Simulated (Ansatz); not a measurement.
Relaxed-ion elastic tensor of NaBr (rock salt, Fm-3m) in GPa (Voigt order), DFT-LDA in the program Ansatz with PAW potentials; density 3.53 g/cm³, 24.20 Å³ per atom.

```json
[
 {"": "1", "1": "57.2", "2": "11.1", "3": "11.1", "4": "0.0", "5": "0.0", "6": "0.0"},
 {"": "2", "1": "11.1", "2": "57.2", "3": "11.1", "4": "0.0", "5": "0.0", "6": "0.0"},
 {"": "3", "1": "11.1", "2": "11.1", "3": "57.2", "4": "0.0", "5": "0.0", "6": "0.0"},
 {"": "4", "1": "0.0", "2": "0.0", "3": "0.0", "4": "10.1", "5": "0.0", "6": "0.0"},
 {"": "5", "1": "0.0", "2": "0.0", "3": "0.0", "4": "0.0", "5": "10.1", "6": "0.0"},
 {"": "6", "1": "0.0", "2": "0.0", "3": "0.0", "4": "0.0", "5": "0.0", "6": "10.1"}
]
```

**Question.** Is the crystal mechanically stable?

**Answer.** Yes: the smallest eigenvalue of C is 10.1 GPa.

**Question.** Work out the Voigt, Reuss and Hill averages.

**Answer.** K_V = 26.5, K_R = 26.5, K_H = 26.5; G_V = 15.3, G_R = 13.1, G_H = 14.2 GPa.

**Question.** Give Young's modulus, Poisson's ratio, Pugh's ratio and the universal anisotropy index.

**Answer.** E = 9KG/(3K + G) = 36.1 GPa; ν = 0.27; K/G = 1.86 (ductile by the Pugh limit of 1.75); A_U = 5G_V/G_R + K_V/K_R − 6 = 0.86.

**Question.** Estimate the sound speeds and the Debye temperature.

**Answer.** v_l = √((K + 4G/3)/ρ) = 3590 m/s, v_t = √(G/ρ) = 2000 m/s, mean 2230 m/s; Θ = (h/k)(3n/4πV)^(1/3) v_m = 230 K.

**Question.** Give the Zener ratio and Young's modulus along [100], [110] and [111].

**Answer.** A = 2C44/(C11 − C12) = 0.44; 1/E = S11 − 2(S11 − S12 − S44/2)Γ with Γ = 0, 1/4, 1/3 gives 53.6, 30.8, 27.0 GPa.

**Question.** Solve the Christoffel equation for the three sound speeds along [100], [110], [111].

**Answer.** Eigenvalues of C_ijkl n_j n_l equal ρv². In km/s, slowest first: [100] 1.69, 1.69, 4.03; [110] 1.69, 2.56, 3.54; [111] 2.30, 2.30, 3.37.

The LDA relaxation kept the symmetry of its start; phonons on a q-mesh show no instability.

Potentials: the later of the program's two PAW sets.
